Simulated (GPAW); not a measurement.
Set up this calculation in GPAW 26.7.0, as an ASE script.

* Task: single point
* Functional: PBE
* Potentials or basis: GPAW PAW data sets (gpaw-data 1.2.1)
* Cutoff: 600 eV
* Basis: pw
* k mesh: 12 × 12 × 11
* Occupations: fermi-dirac, width 0.05 eV
* Spin: no spin polarisation
* Maxiter: 150

The structure of Si lies in Si.xyz:

```xyz
1
Lattice="2.6626127233 -0.0628648330 -0.0068309500 -1.3848295368 2.2453857993 0.0418965100 -0.0068472264 0.0418839303 2.4877607300" Properties=species:S:1:pos:R:3 pbc="T T T"
Si     0.0000000000      0.0000000000      0.0000000000
```

This isn't the form of Si at room conditions, which is diamond.

The cell isn't the ideal one: strain = -0.02; cell sheared at random, sigma 0.03, atoms nudged by 0.01 Å.

These files were run (other wordings do the same):

run.py

```python
from ase.dft.bandgap import bandgap
from ase.io import read, write
from ase.units import GPa
from gpaw import GPAW, PW

atoms = read('Si.xyz')

calc = GPAW(mode=PW(600),
            xc='PBE',
            kpts={'size': (12, 12, 11), 'gamma': True},
            occupations={'name': 'fermi-dirac', 'width': 0.05},
            nbands=8,
            convergence={'density': 1e-05, 'energy': 1e-05},
            maxiter=150,
            txt='gpaw.txt')
atoms.calc = calc
energy = atoms.get_potential_energy()
forces = atoms.get_forces()
stress = atoms.get_stress()
calc.write('gs.gpw')
write('result.traj', atoms)
print(f'Energy: {energy:.6f} eV')
print('Forces (eV/A):')
print(forces.round(4))
print('Stress (GPa):', (stress / GPa).round(3))
print('Fermi level:', round(calc.get_fermi_level(), 4), 'eV')
print(f'Gap: {bandgap(calc)[0]:.4f} eV, direct: {bandgap(calc, direct=True)[0]:.4f} eV')
```

Potentials or basis: GPAW PAW data sets (gpaw-data 1.2.1), pw.

Command:

```bash
$ OMP_NUM_THREADS=1 python run.py
```

Results of the run:

```
Pressure               : 4.1 GPa
Band gap on the k mesh : none (metal or under the smearing width)
```

Caveat: the density grid can change from cell to cell, which puts small steps into energies and stress.

Run time: 49 s on 1 thread of Arm Neoverse V1 (shared host), peak memory 0.24 GiB.
